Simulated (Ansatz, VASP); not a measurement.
Two plane-wave programs on Sn

```
Sn
1.0
     0.00000    3.32859    3.32859
     3.32859    0.00000    3.32859
     3.32859    3.32859    0.00000
Sn
2
Cartesian
  0.0000 0.0000 0.0000
  1.6643 1.6643 1.6643
```

Alike in both runs: functional PBE; k mesh 10 × 10 × 10; occupations fermi-dirac, width 0.05 eV; no spin polarisation.

Ansatz relaxed the structure, and its values are those at the end. VASP's run is a single point on that final structure, the one shown.

```csv
,VASP,Ansatz
version,VASP 6.6.1,Ansatz 0.2.0
potentials or method,"VASP PAW PBE potentials, release 64 (Sn_d)",plane-wave PAW DFT
plane-wave cutoff (eV),520,420
valence electrons in the cell,28,28
```

VASP gave:

- pressure (GPa): -0.1

What did Ansatz give for the same quantities?

Pressure (GPa): 0.0.
